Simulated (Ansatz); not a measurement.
# Pt(111) with 4 layers of random Pt-Rh, 2x2: scattering by chemical disorder

Wanted: resistance against the alloy's length, first Pt(111) with 4 layers of random Pt-Rh, 2x2.

Method: Ansatz plane-wave DFT, PBE, PAW files; ballistic transport by layer matching (Landauer), zero bias; PAW set soft_1, in Ansatz 0.2.0.

**1. The structure**

The cell holds 40 atoms: 28 Pt and 12 Rh. Cell: a = 5.546 Å, b = 5.546 Å, c = 22.699 Å, α = 93.5°, β = 86.5°, γ = 120.0°. It derives from Pt. Regions: lead, 24 atoms (24 Pt); scattering region, 16 atoms (12 Rh and 4 Pt). The structure is stacked along c, and the current runs across the ab planes.

**2. With 4 alloy layers**

In 4 layers a share of 0.75 of the sites is given to Rh at random. The layers about the cell's end stay perfect and serve as the lead. Disorder leaves little or no symmetry, which makes such runs dear. Energies from -0.05 to 0.05 eV in steps of 0.05 eV are too few for the program's thermal sum, so it prints no conductance; for a metal the transmission near the Fermi level serves, at a fraction of the cost.

File input.yaml:

```yaml
crystal:
  lattice:
    - [5.5462627489, 0.0, 0.0]
    - [-2.7731313745, 4.8032044366, 0.0]
    - [1.3865656872, -0.8005340728, 22.6425228571]
  atoms:
    - { symbol: Pt, position: [0.9916666667, 0.0083333333, 0.05] }
    - { symbol: Pt, position: [0.9916666667, 0.5083333333, 0.05] }
    - { symbol: Pt, position: [0.4916666667, 0.0083333333, 0.05] }
    - { symbol: Pt, position: [0.4916666667, 0.5083333333, 0.05] }
    - { symbol: Pt, position: [0.1416666667, 0.3583333333, 0.15] }
    - { symbol: Pt, position: [0.1416666667, 0.8583333333, 0.15] }
    - { symbol: Pt, position: [0.6416666667, 0.3583333333, 0.15] }
    - { symbol: Pt, position: [0.6416666667, 0.8583333333, 0.15] }
    - { symbol: Pt, position: [0.2916666667, 0.2083333333, 0.25] }
    - { symbol: Pt, position: [0.2916666667, 0.7083333333, 0.25] }
    - { symbol: Pt, position: [0.7916666667, 0.2083333333, 0.25] }
    - { symbol: Pt, position: [0.7916666667, 0.7083333333, 0.25] }
    - { symbol: Rh, position: [0.9416666667, 0.0583333333, 0.35] }
    - { symbol: Pt, position: [0.9416666667, 0.5583333333, 0.35] }
    - { symbol: Rh, position: [0.4416666667, 0.0583333333, 0.35] }
    - { symbol: Rh, position: [0.4416666667, 0.5583333333, 0.35] }
    - { symbol: Rh, position: [0.0916666667, 0.4083333333, 0.45] }
    - { symbol: Pt, position: [0.0916666667, 0.9083333333, 0.45] }
    - { symbol: Rh, position: [0.5916666667, 0.4083333333, 0.45] }
    - { symbol: Rh, position: [0.5916666667, 0.9083333333, 0.45] }
    - { symbol: Rh, position: [0.2416666667, 0.2583333333, 0.55] }
    - { symbol: Rh, position: [0.2416666667, 0.7583333333, 0.55] }
    - { symbol: Pt, position: [0.7416666667, 0.2583333333, 0.55] }
    - { symbol: Rh, position: [0.7416666667, 0.7583333333, 0.55] }
    - { symbol: Rh, position: [0.8916666667, 0.1083333333, 0.65] }
    - { symbol: Rh, position: [0.8916666667, 0.6083333333, 0.65] }
    - { symbol: Pt, position: [0.3916666667, 0.1083333333, 0.65] }
    - { symbol: Rh, position: [0.3916666667, 0.6083333333, 0.65] }
    - { symbol: Pt, position: [0.0416666667, 0.4583333333, 0.75] }
    - { symbol: Pt, position: [0.0416666667, 0.9583333333, 0.75] }
    - { symbol: Pt, position: [0.5416666667, 0.4583333333, 0.75] }
    - { symbol: Pt, position: [0.5416666667, 0.9583333333, 0.75] }
    - { symbol: Pt, position: [0.1916666667, 0.3083333333, 0.85] }
    - { symbol: Pt, position: [0.1916666667, 0.8083333333, 0.85] }
    - { symbol: Pt, position: [0.6916666667, 0.3083333333, 0.85] }
    - { symbol: Pt, position: [0.6916666667, 0.8083333333, 0.85] }
    - { symbol: Pt, position: [0.8416666667, 0.1583333333, 0.95] }
    - { symbol: Pt, position: [0.8416666667, 0.6583333333, 0.95] }
    - { symbol: Pt, position: [0.3416666667, 0.1583333333, 0.95] }
    - { symbol: Pt, position: [0.3416666667, 0.6583333333, 0.95] }
kpoints:
  mp_grid: { grid: [5, 5, 1] }
hamiltonian:
  xc: pbe
  pseudopotentials: { kind: paw, azcp: { folder: soft_1 } }
scf:
  occupations: { method: fermi_dirac, width: 0.1 }
output:
  transmission:
    leads: [[0, 4]]
    kmesh: [10, 10]
    e_range: [-0.05, 0.05]
    de: 0.05
  write_potential: true
  write_density: true
  volumetric_format: npy
```

On the command line:

```console
$ ansatz run input.yaml --threads 4 --pin off --max-ram 15360MiB --backend cpu --events-out ev --progress --plain --runs-dir out
```

Numbers of over 12 decimals in the logs are rounded to 6 here.

The log of the run:

```text
Engine: ansatz 0.2.0, aarch64-unknown-linux-gnu
Pseudopotentials: kind: paw
Pseudopotential: Pt, paw, valence charge 18, recommended cutoff 420 eV (normal), soft_1/Pt.paw.azcp
Pseudopotential: Rh, paw, valence charge 17, recommended cutoff 420 eV (normal), soft_1/Rh.paw.azcp
Functional definition: PBE
  parameter kappa = 0.804
  parameter beta = 0.066725
  exchange = pbe_x(kappa = kappa, mu = beta*pi^2/3)
  correlation = pbe_c(beta = beta)
Crystal: 40 atoms, lattice volume = 603.193 Å³
Basis set: ecut = 420 eV, 11827 PW (Γ)
Bands: 425, of which v1, the nominal top of the filled ones, is band 354 counted from 1 (353 counted from 0)
Symmetry: 2 space group operations
Space group: C2 (ITA 5), of the structure as read, at distance tolerance 8.4e-5 Å
k-points: 9 of 25 (time reversal used)
Non-local potential: Pt, projectors of the file, l = 0: 3, l = 1: 2, l = 2: 2, l = 3: 1
Non-local potential: Rh, projectors of the file, l = 0: 3, l = 1: 2, l = 2: 2, l = 3: 1
PAW form: soft (Blöchl's): semilocal exchange-correlation on the pseudo side does not see the compensation charge
PAW one-centre angular grid: Pt, 590 points (default); XC on 64 Gauss nodes
PAW one-centre angular grid: Rh, 590 points (default); XC on 64 Gauss nodes
Initial density: superposition of atomic densities (chi_scale 0.1, normalization cell)
Initial wavefunctions: pseudopotential atomic-orbital guess
Functional: x = pbe(κ = 0.804, μ = 0.219515), c = pbe(β = 0.066725)
SCF iter   1: F=—  HF=-427549.768890 eV  |F-HF|=—  |Δ(HF+E_count)|=         —  Δρ=1.22e-1  dr2=1.56e3  ethr=3.10e-3  ⟨swp⟩=4.3  Hψ=11124  notcnv=0  defer=109
preconditioner: auto → Kerker (q_TF=auto, 2.802 Å⁻¹)  [metal: Δε(μ)=0.011 eV  Ē_g=7.690 eV  σ=0.100 eV  W_gap=0.03  n_scr=240 (ndim 8)  ℏωp=29.8 eV  f_vac=0.000  D(μ)=63.02/eV (n_scr^D=828)]
SCF iter   2: F=—  HF=-427533.670901 eV  |F-HF|=—  |Δ(HF+E_count)|=    1.61e1  Δρ=6.21e-2  dr2=5.07e2  ethr=3.10e-3  ⟨swp⟩=2.1  Hψ=6343  notcnv=0  defer=287
SCF iter   3: F=—  HF=-427527.871228 eV  |F-HF|=—  |Δ(HF+E_count)|=    5.80e0  Δρ=1.01e-2  dr2=5.05e0  ethr=3.10e-3  ⟨swp⟩=2.4  Hψ=5761  notcnv=0  defer=287
SCF iter   4: F=—  HF=-427527.686856 eV  |F-HF|=—  |Δ(HF+E_count)|=   1.84e-1  Δρ=5.09e-3  dr2=6.18e0  ethr=7.14e-4  ⟨swp⟩=2.0  Hψ=4506  notcnv=0  defer=288
SCF iter   5: F=—  HF=-427527.659370 eV  |F-HF|=—  |Δ(HF+E_count)|=   2.75e-2  Δρ=1.25e-3  dr2=3.31e-1  ethr=7.14e-4  ⟨swp⟩=1.0  Hψ=3520  notcnv=0  defer=288
SCF iter   6: F=—  HF=-427527.656769 eV  |F-HF|=—  |Δ(HF+E_count)|=   2.60e-3  Δρ=3.95e-4  dr2=1.84e-3  ethr=4.68e-5  ⟨swp⟩=1.0  Hψ=3520  notcnv=0  defer=288
SCF iter   7: F=—  HF=-427527.656639 eV  |F-HF|=—  |Δ(HF+E_count)|=   1.30e-4  Δρ=8.52e-5  dr2=7.06e-5  ethr=2.60e-7  ⟨swp⟩=2.0  Hψ=4268  notcnv=0  defer=288
SCF iter   8: F=—  HF=-427527.655445 eV  |F-HF|=—  |Δ(HF+E_count)|=   1.19e-3  Δρ=3.75e-5  dr2=9.78e-5  ethr=9.97e-9  ⟨swp⟩=2.0  Hψ=4717  notcnv=0  defer=294
SCF iter   9: F=—  HF=-427527.655444 eV  |F-HF|=—  |Δ(HF+E_count)|=   5.49e-7  Δρ=7.36e-6  dr2=1.43e-6  ethr=9.97e-9  ⟨swp⟩=1.0  Hψ=3520  notcnv=0  defer=294
SCF iter  10: F=-427527.655444 eV  HF=-427527.655444 eV  |F-HF|=1.68e-8  |Δ(HF+E_count)|=   2.44e-8  Δρ=1.64e-6  dr2=2.53e-8  ethr=1.41e-11  ⟨swp⟩=7.7  Hψ=10375  notcnv=0
SCF 1 converged in 10 iterations: F = -427527.655444 eV  dr2 = 2.53e-8
  greatest PAW one-centre occupation: 1.000 electrons in one spin orbital (limit 2), on the Pt atom at site 22 (counted from 0), in its partial waves of l = 0
transmission: 208 of 2080 steps passed
transmission: 416 of 2080 steps passed
[...]
transmission: 2080 of 2080 steps passed
SCF converged after 10 iterations
Free energy (F): -427527.655444 eV
Harris-Foulkes:  -427527.655444 eV  (|F-HF|=1.68e-8)
Internal energy: -427525.391058 eV  (E = F + TS)
E sigma→0 (E₀):  -427526.523251 eV
Entropy (-TS):   -2.264386 eV (-56.610 meV/atom)
Fermi energy:    22.377231 eV
--- Per-component energies (eV) ---
  E_band       = -5092.973969
  E_kinetic    = 23133.770922
  E_local      = -59569.827885  (includes V_loc(G=0)·N_el)
  E_nonlocal   = 9288.797985
  E_hartree    = 22516.447990
  E_xc         = -8919.955945
  E_vxc        = -10628.677019  (∫ρ·V_xc dr)
  E_paw        = -308784.535216  (= ΣΔE_a)
  E_vpaw       = -12349.972033  (= ΣTr[D̂ρ^β])
  E_aug_tail   = 0.031852  (compensation charges beyond the density's cutoff)
  E_ewald      = -105190.120761
  E_smearing   = -2.264386  (= −TS)
  E_closure    = -0.000000  (closes the sum)
  Σ components = -427527.655444   (vs F -427527.655444, Δ=0.00e0)
--- Band table (eV; the first three rows and the last of 9) ---
  k-point 0: bands = [... 350 lower, 22.6134, 22.6138, 22.6383, 22.6715, 22.6757, 22.7141, 22.7212, 22.7512, ... 67 higher]
  k-point 1: bands = [... 350 lower, 22.4080, 22.4185, 22.4619, 22.4886, 22.5228, 22.5323, 22.5412, 22.5531, ... 67 higher]
  k-point 2: bands = [... 350 lower, 22.1967, 22.2636, 22.3069, 22.3401, 22.3503, 22.3580, 22.4061, 22.4180, ... 67 higher]
  k-point 8: bands = [... 350 lower, 22.2554, 22.3058, 22.3611, 22.3681, 22.3982, 22.4142, 22.4219, 22.4831, ... 67 higher]
--- Transmission ---
  basis      : 241 plane waves across, 40 finite elements along
  points     : 52, standing for a mesh of 10 x 10
  energies   : 3 from -0.050000 to 0.050000 eV about the Fermi level, 0.050000 eV apart; the leads are filled to 0.000000 eV, and channels, transmission and decay are at 0.000000 eV
  crystal 0  : Pt4, at the sites [0, 4], period 2.2643 Å, over 13.59 Å; its Hamiltonian steps by up to 10.5 meV
    offset         : up to 0.0000 Å between an atom of the period and one for which it stands
    channels       : 6.890000e0 a spin
    conductance    : none, the energies end too early or step too widely for 300 K: set another output.transmission.e_range or a lower de, or, where they end at an eighth of basis.ecutwfc, a higher one
  junction   : crystal 0 to crystal 0, 0.70 to 21.08 Å
    transmission   : 4.474950e0 a spin
    conductance    : none, the energies end too early or step too widely for 300 K: set another output.transmission.e_range or a lower de, or, where they end at an eighth of basis.ecutwfc, a higher one
```

Wall time 7.4 min (4 threads of Arm Neoverse V1, shared host); peak memory 5.1 GiB; 29 min of CPU time.

In the SCF lines HF is the Harris–Foulkes energy and dr2 the Hartree energy of the density residual, in eV; the loop may stop once dr2 is under the threshold and the program's other checks hold. Hψ counts applications of the Hamiltonian.

This step gave:

| Quantity | Value |
| --- | --- |
| free energy | -427527.6554 eV |
| energy at zero smearing | -427526.5233 eV |
| Fermi energy | 22.38 eV |
| cell area | 26.64 Å² |
| transmission per spin nearest the Fermi level | 4.475 |
| open channels per spin nearest the Fermi level | 6.89 |
| step of the lead's potential | 10.5 meV |

Per spin. Table of transmission, zone mean by energy, zero at the Fermi level:

| energy (eV) | transmission, zone mean |
| --- | --- |
| -0.0500 | 4.71 |
| 0.0000 | 4.47 |
| 0.0500 | 4.24 |

Per spin. Open channels, zone mean, lead against energy, zero at the Fermi level:

| energy (eV) | open channels, zone mean, lead |
| --- | --- |
| -0.0500 | 7.04 |
| 0.0000 | 6.89 |
| 0.0500 | 6.21 |

Transmission over k1 and k2. At 0.0000 eV from the Fermi level.

Ten even steps from '0' (2.33) to '9' (5.82):
```
9975799101
3796687410
3569096741
9760770679
9989757989
9976077067
3147690965
3014786697
9101997579
9933999339
```
Columns: k1 (b1) from -0.5 to 0.4; rows upwards: k2 (b2) from -0.5 to 0.4.

Open channels over k1 and k2. At 0.0000 eV from the Fermi level.

Ten even steps from '_' (3.0) to '@' (10.0):
```
@@##======##@@..__..
====##++++##====____
====++%%..%%++====..
@@==++..%%%%..++==@@
@@####%%%%::%%%%####
@@@@==++..%%%%..++==
==..====++%%..%%++==
==____====##++++##==
@@..__..@@##======##
@@@@====@@@@@@====@@
```
Columns: k1 (b1) from -0.5 to 0.4; rows upwards: k2 (b2) from -0.5 to 0.4.

Over the solved energies the transmission per spin lies between 4.24 and 4.71, out of 6.71 channels of the lead on average (up to 7.04).

**3. With 8 alloy layers**

In 8 layers a share of 0.75 of the sites is given to Rh at random. A fresh draw is used; the growth of the resistance with length is what counts.

System of this step: Pt(111) with 8 layers of random Pt-Rh, 2x2. The cell holds 56 atoms: 32 Pt and 24 Rh. Cell: a = 5.546 Å, b = 5.546 Å, c = 31.740 Å, α = 87.5°, β = 92.5°, γ = 120.0°. It derives from Pt. Regions: lead, 24 atoms (24 Pt); scattering region, 32 atoms (8 Pt and 24 Rh). The structure is stacked along c, and the current runs across the ab planes.

File input.yaml:

```yaml
crystal:
  lattice:
    - [5.5462627489, 0.0, 0.0]
    - [-2.7731313745, 4.8032044366, 0.0]
    - [-1.3865656872, 0.8005340728, 31.6995319999]
  atoms:
    - { symbol: Pt, position: [0.005952381, 0.994047619, 0.0357142857] }
    - { symbol: Pt, position: [0.005952381, 0.494047619, 0.0357142857] }
    - { symbol: Pt, position: [0.505952381, 0.994047619, 0.0357142857] }
    - { symbol: Pt, position: [0.505952381, 0.494047619, 0.0357142857] }
    - { symbol: Pt, position: [0.1845238095, 0.3154761905, 0.1071428571] }
    - { symbol: Pt, position: [0.1845238095, 0.8154761905, 0.1071428571] }
    - { symbol: Pt, position: [0.6845238095, 0.3154761905, 0.1071428571] }
    - { symbol: Pt, position: [0.6845238095, 0.8154761905, 0.1071428571] }
    - { symbol: Pt, position: [0.3630952381, 0.1369047619, 0.1785714286] }
    - { symbol: Pt, position: [0.3630952381, 0.6369047619, 0.1785714286] }
    - { symbol: Pt, position: [0.8630952381, 0.1369047619, 0.1785714286] }
    - { symbol: Pt, position: [0.8630952381, 0.6369047619, 0.1785714286] }
    - { symbol: Pt, position: [0.0416666667, 0.9583333333, 0.25] }
    - { symbol: Rh, position: [0.0416666667, 0.4583333333, 0.25] }
    - { symbol: Rh, position: [0.5416666667, 0.9583333333, 0.25] }
    - { symbol: Rh, position: [0.5416666667, 0.4583333333, 0.25] }
    - { symbol: Rh, position: [0.2202380952, 0.2797619048, 0.3214285714] }
    - { symbol: Rh, position: [0.2202380952, 0.7797619048, 0.3214285714] }
    - { symbol: Rh, position: [0.7202380952, 0.2797619048, 0.3214285714] }
    - { symbol: Pt, position: [0.7202380952, 0.7797619048, 0.3214285714] }
    - { symbol: Rh, position: [0.3988095238, 0.1011904762, 0.3928571429] }
    - { symbol: Rh, position: [0.3988095238, 0.6011904762, 0.3928571429] }
    - { symbol: Rh, position: [0.8988095238, 0.1011904762, 0.3928571429] }
    - { symbol: Pt, position: [0.8988095238, 0.6011904762, 0.3928571429] }
    - { symbol: Rh, position: [0.0773809524, 0.9226190476, 0.4642857143] }
    - { symbol: Rh, position: [0.0773809524, 0.4226190476, 0.4642857143] }
    - { symbol: Pt, position: [0.5773809524, 0.9226190476, 0.4642857143] }
    - { symbol: Rh, position: [0.5773809524, 0.4226190476, 0.4642857143] }
    - { symbol: Rh, position: [0.255952381, 0.244047619, 0.5357142857] }
    - { symbol: Rh, position: [0.255952381, 0.744047619, 0.5357142857] }
    - { symbol: Rh, position: [0.755952381, 0.244047619, 0.5357142857] }
    - { symbol: Rh, position: [0.755952381, 0.744047619, 0.5357142857] }
    - { symbol: Pt, position: [0.4345238095, 0.0654761905, 0.6071428571] }
    - { symbol: Rh, position: [0.4345238095, 0.5654761905, 0.6071428571] }
    - { symbol: Pt, position: [0.9345238095, 0.0654761905, 0.6071428571] }
    - { symbol: Rh, position: [0.9345238095, 0.5654761905, 0.6071428571] }
    - { symbol: Rh, position: [0.1130952381, 0.8869047619, 0.6785714286] }
    - { symbol: Rh, position: [0.1130952381, 0.3869047619, 0.6785714286] }
    - { symbol: Rh, position: [0.6130952381, 0.8869047619, 0.6785714286] }
    - { symbol: Rh, position: [0.6130952381, 0.3869047619, 0.6785714286] }
    - { symbol: Rh, position: [0.2916666667, 0.2083333333, 0.75] }
    - { symbol: Rh, position: [0.2916666667, 0.7083333333, 0.75] }
    - { symbol: Pt, position: [0.7916666667, 0.2083333333, 0.75] }
    - { symbol: Pt, position: [0.7916666667, 0.7083333333, 0.75] }
    - { symbol: Pt, position: [0.4702380952, 0.0297619048, 0.8214285714] }
    - { symbol: Pt, position: [0.4702380952, 0.5297619048, 0.8214285714] }
    - { symbol: Pt, position: [0.9702380952, 0.0297619048, 0.8214285714] }
    - { symbol: Pt, position: [0.9702380952, 0.5297619048, 0.8214285714] }
    - { symbol: Pt, position: [0.1488095238, 0.8511904762, 0.8928571429] }
    - { symbol: Pt, position: [0.1488095238, 0.3511904762, 0.8928571429] }
    - { symbol: Pt, position: [0.6488095238, 0.8511904762, 0.8928571429] }
    - { symbol: Pt, position: [0.6488095238, 0.3511904762, 0.8928571429] }
    - { symbol: Pt, position: [0.3273809524, 0.1726190476, 0.9642857143] }
    - { symbol: Pt, position: [0.3273809524, 0.6726190476, 0.9642857143] }
    - { symbol: Pt, position: [0.8273809524, 0.1726190476, 0.9642857143] }
    - { symbol: Pt, position: [0.8273809524, 0.6726190476, 0.9642857143] }
kpoints:
  mp_grid: { grid: [5, 5, 1] }
hamiltonian:
  xc: pbe
  pseudopotentials: { kind: paw, azcp: { folder: soft_1 } }
scf:
  occupations: { method: fermi_dirac, width: 0.1 }
output:
  transmission:
    leads: [[0, 4]]
    kmesh: [10, 10]
    e_range: [-0.05, 0.05]
    de: 0.05
  write_potential: true
  write_density: true
  volumetric_format: npy
```

The log of the run:

```text
[...]
Crystal: 56 atoms, lattice volume = 844.470 Å³
Basis set: ecut = 420 eV, 16521 PW (Γ)
Bands: 591, of which v1, the nominal top of the filled ones, is band 492 counted from 1 (491 counted from 0)
Symmetry: 1 space group operations
[...]
k-points: 13 of 25 (time reversal used)
[...]
SCF iter   1: F=—  HF=-554496.881437 eV  |F-HF|=—  |Δ(HF+E_count)|=         —  Δρ=1.29e-1  dr2=5.17e3  ethr=3.10e-3  ⟨swp⟩=4.1  Hψ=21976  notcnv=0  defer=192
[...]
SCF iter  11: F=-554461.962684 eV  HF=-554461.962684 eV  |F-HF|=8.27e-8  |Δ(HF+E_count)|=   3.15e-8  Δρ=8.33e-7  dr2=8.50e-8  ethr=1.02e-11  ⟨swp⟩=7.9  Hψ=22945  notcnv=0
SCF 1 converged in 11 iterations: F = -554461.962684 eV  dr2 = 8.50e-8
[...]
transmission: 300 of 2964 steps passed
transmission: 594 of 2964 steps passed
[...]
transmission: 2964 of 2964 steps passed
SCF converged after 11 iterations
Free energy (F): -554461.962684 eV
[...]
Internal energy: -554458.810349 eV  (E = F + TS)
E sigma→0 (E₀):  -554460.386517 eV
Entropy (-TS):   -3.152335 eV (-56.292 meV/atom)
Fermi energy:    21.917220 eV
[...]
--- Band table (eV; the first three rows and the last of 13) ---
  k-point 0: bands = [... 488 lower, 22.2427, 22.2521, 22.2614, 22.2728, 22.2758, 22.2881, 22.2987, 22.3012, ... 95 higher]
  k-point 1: bands = [... 488 lower, 21.9819, 21.9955, 22.0173, 22.0371, 22.0468, 22.0704, 22.0758, 22.0975, ... 95 higher]
  k-point 2: bands = [... 488 lower, 21.7211, 21.7248, 21.7863, 21.8302, 21.8480, 21.8847, 21.8923, 21.9158, ... 95 higher]
  k-point 12: bands = [... 488 lower, 21.8181, 21.8636, 21.8752, 21.8776, 21.9065, 21.9210, 21.9318, 21.9457, ... 95 higher]
--- Transmission ---
  basis      : 241 plane waves across, 57 finite elements along
  points     : 52, standing for a mesh of 10 x 10
[...]
channels       : 7.010000e0 a spin
[...]
junction   : crystal 0 to crystal 0, 0.70 to 30.13 Å
    transmission   : 3.979370e0 a spin
[...]
```

Elapsed: 16 min, on 4 threads; peak memory 9.5 GiB; 63 min of CPU time.

Numbers from this step:

* free energy: -554461.9627 eV
* energy at zero smearing: -554460.3865 eV
* Fermi energy: 21.92 eV
* transmission per spin nearest the Fermi level: 3.979
* open channels per spin nearest the Fermi level: 7.01
* step of the lead's potential: 7.3 meV

Per spin. Transmission, zone mean against energy, zero at the Fermi level:

| energy (eV) | transmission, zone mean |
| --- | --- |
| -0.0500 | 4.15 |
| 0.0000 | 3.98 |
| 0.0500 | 3.92 |

Over the solved energies the transmission per spin lies between 3.92 and 4.15, out of 6.79 channels of the lead on average (up to 7.08).

(Part 1 of 2 ends here.)

[Logs are printed without paths, hosts, clocks, repeated set-up lines and the standing remarks that a program may print on its own settings, such as how far it seeks lower states.]

[Hosts, paths, dates, database ids (printed as entryN), source tags and the programs' standing remarks are cut or masked in the printed files.]
